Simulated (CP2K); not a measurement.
The system is CdF2.

```xyz
3
Lattice="3.8099 0.0000 0.0000 1.9049 3.2995 0.0000 1.9049 1.0998 3.1108" Properties=species:S:1:pos:R:3 pbc="T T T"
Cd    0.0000    0.0000    0.0000
F     5.7148    3.2995    2.3331
F     1.9049    1.0998    0.7777
```

Base run:

```yaml
Program: CP2K 2026.2
Functional: PBE
Potentials_or_basis: POTENTIAL_UZH Cd GTH-PBE-q12, F GTH-PBE-q7; TZVP-MOLOPT-PBE-GTH basis
Density_cutoff: 10204 eV
k_mesh: 9 × 9 × 9
Occupations: fermi-dirac, width 0.0259 eV
Spin: no spin polarisation
```

Its results: band gap on the k mesh 3.10 eV, indirect (least direct gap 3.57 eV); pressure 6.5 GPa.

The run is repeated on the same cell with these changes: functional from PBE to PBEsol; occupations from fermi-dirac, width 0.0259 eV to fermi-dirac, width 0.05 eV. What comes out?

Band gap on the k mesh 2.89 eV, indirect (least direct gap 3.33 eV); pressure 1.4 GPa.

Caveats: the basis of atomic orbitals isn't converged, which shifts pressures, moduli and gaps; the potentials were made for another functional, which shifts forces and pressure (some runs).
